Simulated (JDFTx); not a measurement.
Crystal: InAs.

```xyz
2
Lattice="0.0000 3.0180 3.0180 3.0180 0.0000 3.0180 3.0180 3.0180 0.0000" Properties=species:S:1:pos:R:3 pbc="T T T"
In    0.0000    0.0000    0.0000
As    4.5270    4.5270    4.5270
```

Base run:

- Program: JDFTx 1.7.0 (patched build)
- Functional: TASK
- Potentials or basis: SG15-PBE-1.2
- Cutoff: 1088 eV
- Density cutoff: 8708 eV
- k mesh: 6 × 6 × 6
- Occupations: fermi-dirac, width 0.05 eV
- Spin: no spin polarisation

Its results: band gap on the k mesh none (metal or under the smearing width); pressure 3.7 GPa.

Problem. The run is repeated on the same cell with these changes: functional from TASK to r2SCAN. What comes out?

Solution. Band gap on the k mesh none (metal or under the smearing width); pressure 1.8 GPa.

Caveats: the potentials were made for another functional, which shifts forces and pressure; this crystal is a semiconductor, whose small gap the functional closes, so the metal is an error of the method (some runs).

Not every run made on this cell is shown here.
